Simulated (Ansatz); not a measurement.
Starting cell, CsCl (CsCl type):

```
CsCl
1.0
    8.41053     0.00000     0.00000
    4.20527     4.20527     0.00000
    4.20527     0.00000     4.20527
Cs Cl
2 2
Cartesian
  0.00000   0.00000   0.00000
  4.20527   0.00000   0.00000
 10.51317   2.10263   2.10263
  6.30790   2.10263   2.10263
```

A phonon eigenvector at R = (0.5, 0.5, 0.5) is frozen into this cell: atom i moves by Q times the vector below, so Q is the largest atomic displacement, in Å. The cell is held. It is one choice among 3 degenerate patterns. (q is in reciprocal vectors of the primitive cell; the cell shown is doubled to hold the pattern.)

| atom | x | y | z |
|---|---|---|---|
| Cs1 | 0.000 | 0.000 | 1.000 |
| Cs2 | 0.000 | 0.000 | -1.000 |

Atoms not listed stay in place.

Calculation: PBE (plane waves to 420 eV, PAW, scalar-relativistic; Ansatz, a program for electronic structure). k mesh 8×8×8 (Γ-centred), Fermi-Dirac smearing 0.05 eV. The energy includes the smearing's −TS. CsCl was relaxed with its symmetry unable to fall. The zero of ΔE is the undisplaced structure.

```csv
Q (Å),ΔE (meV/cell)
-0.180,51.2
-0.150,35.0
-0.120,22.2
-0.090,withheld
-0.060,5.5
-0.030,1.4
0.000,0.0
0.030,1.4
0.060,5.5
0.090,withheld
0.120,22.2
0.150,35.0
0.180,51.2
```

### Question
Fit an even polynomial form (powers 2, 4) to the given rows and predict ΔE at Q = 0.090.

### Answer
Least squares on the 11 given rows: ΔE = (1508)·Q² + (2200)·Q⁴, in meV/cell with Q in Å; root-mean-square residual 0.04 meV/cell. At 0.090 the fit gives 12.4 meV/cell; the calculation gives 12.4 meV/cell, the same to the digits shown. The quadratic term alone would give 12.2 meV/cell.

(A displaced cell: forces are minus the slopes of the energy, force constants its curvatures, and phonons follow from these.)
